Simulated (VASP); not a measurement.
Method: PBEsol GGA, VASP's PBE PAW potentials (set 64) (plane waves; VASP 6.6.1).

A VASP calculation is set up with these files.

POSCAR:
```
CsBr
1
    4.0782475776     0.0000000000     0.0000000000
    0.0000000000     4.0782475776     0.0000000000
    0.0000000000     0.0000000000     4.2481745600
Cs Br
1 1
Direct
  0.0000000000   0.0000000000   0.0000000000
  0.5000000000   0.5000000000   0.5000000000
```

### KPOINTS
```
Automatic mesh
0
Gamma
6 6 6
0 0 0
```

INCAR:
```
ISMEAR = 0   # Gaussian
LMAXMIX = 4   # l cut-off of mixed one-centre charges
ALGO = Normal   # blocked Davidson
ENCUT = 480
SYSTEM = CsBr
LREAL = .FALSE.   # projection in real space or not
LASPH = .TRUE.
NELM = 100   # most electronic steps
GGA = PS   # PBEsol
LWAVE = .FALSE.
ISIF = 2   # forces and stress, cell fixed
EDIFF = 1E-7   # SCF stop (eV)
PREC = Accurate
SIGMA = 0.05
LCHARG = .FALSE.
```

POTCAR, in this order: Cs_sv Br (PBE.64 set). Program: vasp_std.

The run wrote:

**OSZICAR**
```
       N       E                     dE             d eps       ncg     rms          rms(c)
DAV:   1     0.907179993521E+02    0.90718E+02   -0.65359E+03   960   0.107E+03
DAV:   2    -0.440342903913E+00   -0.91158E+02   -0.84253E+02  1400   0.180E+02
DAV:   3    -0.648951338249E+01   -0.60492E+01   -0.60322E+01  1212   0.532E+01
DAV:   4    -0.654066833227E+01   -0.51155E-01   -0.51137E-01  1136   0.583E+00
DAV:   5    -0.654111493801E+01   -0.44661E-03   -0.44647E-03  1192   0.522E-01    0.179E+00
DAV:   6    -0.634566619307E+01    0.19545E+00   -0.29240E-01  1064   0.301E+00    0.101E+00
DAV:   7    -0.631279556052E+01    0.32871E-01   -0.15046E-01  1224   0.214E+00    0.505E-01
DAV:   8    -0.631334579259E+01   -0.55023E-03   -0.83799E-03  1136   0.658E-01    0.808E-02
DAV:   9    -0.631342361411E+01   -0.77822E-04   -0.11227E-03  1192   0.230E-01    0.571E-02
DAV:  10    -0.631346515630E+01   -0.41542E-04   -0.82475E-05  1160   0.694E-02    0.184E-02
DAV:  11    -0.631346932792E+01   -0.41716E-05   -0.27547E-05  1128   0.356E-02    0.423E-03
DAV:  12    -0.631346884843E+01    0.47949E-06   -0.27446E-06  1140   0.120E-02    0.108E-03
DAV:  13    -0.631346890544E+01   -0.57015E-07   -0.17045E-07   992   0.274E-03
   1 F= -.63134689E+01 E0= -.63134689E+01  d E =-.106221E-10
```

File OUTCAR:
```
------------------------ aborting loop because EDIFF is reached ----------------------------------------
  FORCE on cell =-STRESS in cart. coord.  units (eV):
  Direction    XX          YY          ZZ          XY          YZ          ZX
  --------------------------------------------------------------------------------------
  Total        0.8429434      0.8429434      0.4136798      0.0000000      0.0000000      0.0000000
  in kB       19.1143473     19.1143473      9.3804876      0.0000000      0.0000000      0.0000000
  external PRESSURE =      15.8697274 kB  Pullay stress =       0.0000000 kB
  volume of cell :       70.66
      direct lattice vectors                 reciprocal lattice vectors
     4.078247578  0.000000000  0.000000000     0.245203358  0.000000000  0.000000000
     0.000000000  4.078247578  0.000000000     0.000000000  0.245203358  0.000000000
     0.000000000  0.000000000  4.248174560     0.000000000  0.000000000  0.235395223
 POSITION                                       TOTAL-FORCE (eV/Angst)
 -----------------------------------------------------------------------------------
      0.00000      0.00000      0.00000         0.000000      0.000000      0.000000
      2.03912      2.03912      2.12409         0.000000      0.000000      0.000000
 -----------------------------------------------------------------------------------
    total drift:                                0.000000     -0.000000     -0.000000
  FREE ENERGIE OF THE ION-ELECTRON SYSTEM (eV)
  ---------------------------------------------------
  free  energy   TOTEN  =        -6.3134689054 eV

  energy  without entropy=       -6.3134689054  energy(sigma->0) =       -6.31346891
```
(Selected blocks of OUTCAR.)

The compound is CsBr in the CsCl type structure. This cell was strained or had an atom moved on purpose.
